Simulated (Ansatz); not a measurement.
## LiH, space group Fm-3m: cell relaxations under several functionals, step by step

With the Ansatz DFT code, driven from Python.

`lih.vasp`
```text
LiH
1.0
   0.00000000    2.03675000    2.03675000
   2.03675000    0.00000000    2.03675000
   2.03675000    2.03675000    0.00000000
Li H
1 1
Direct
   0.00000000    0.00000000    0.00000000
   0.50000000    0.50000000    0.50000000
```

At the Python prompt:
```pycon
>>> import warnings
>>> import ansatz as az
>>> from ase.io import read
>>> import numpy as np
>>> def edges_and_angles(cell):
...     cell = np.asarray(cell)
...     a, b, c = np.linalg.norm(cell, axis=1)
...     cosines = cell[1] @ cell[2] / (b * c), cell[0] @ cell[2] / (a * c), cell[0] @ cell[1] / (a * b)
...     return (a, b, c, *np.degrees(np.arccos(cosines)))
...
>>> warnings.simplefilter("ignore", az.DeckWarning)
>>> atoms = read("lih.vasp", format="vasp")
>>> lih = az.Crystal.from_ase(atoms)
>>> lih.resolved().tree()["lattice"]
((0.0, 2.03675, 2.03675), (2.03675, 0.0, 2.03675), (2.03675, 2.03675, 0.0))
>>> base = lih.calculation()
>>> base = base.kpoints(8)
>>> base = base.occupations(az.OccupationsMethod.FIXED)
>>> base = base.relax(cell=True)
>>> levels = [("pbe", "d4"), ("revpbe", "d3bj"), ("pbesol", "none")]
>>> print("level            a       b       c    alpha   beta  gamma  V/atom  steps")
level            a       b       c    alpha   beta  gamma  V/atom  steps
>>> for name, dispersion in levels:
...     seen = []
...     run = base.functional(name, dispersion=dispersion).session().plan()
...     result = run.execute(on_event=lambda e: seen.append(e) if e["event"] == "relax_step" else None)
...     cell = result.lattice.cell_ang
...     label = name if dispersion == "none" else f"{name}+{dispersion}"
...     print("{:13s} {:7.4f} {:7.4f} {:7.4f} {:6.2f} {:6.2f} {:6.2f}".format(label, *edges_and_angles(cell)), f"{abs(np.linalg.det(cell)) / len(result.lattice.sites):7.3f} {len(seen):5d}")
...
pbe+d4         2.8013  2.8013  2.8013  60.00  60.00  60.00   7.772     5
revpbe+d3bj    2.6860  2.6860  2.6860  60.00  60.00  60.00   6.851     8
pbesol         2.8150  2.8150  2.8150  60.00  60.00  60.00   7.886     5
```

From smallest to largest: revPBE+D3BJ (6.85 Å³ an atom, -18.9 % against the start), PBE+D4 (7.77 Å³ an atom, -8.0 % against the start) and PBEsol (7.89 Å³ an atom, -6.7 % against the start). The spread is 15.1 % in volume.

Notes:
- Forces vanish by symmetry, so the ions can't move, and the end may be a saddle.
- Edges and angles are those of the cell as typed, here a primitive one, not of the conventional cell.
- The structure is a deposited one; some such entries were measured under pressure or heat, so a shift against it needn't be the functional's error alone.
- Wall time of the script: 9.1 s on 1 thread of Arm Neoverse V2 (shared host), peak memory 0.38 GiB.
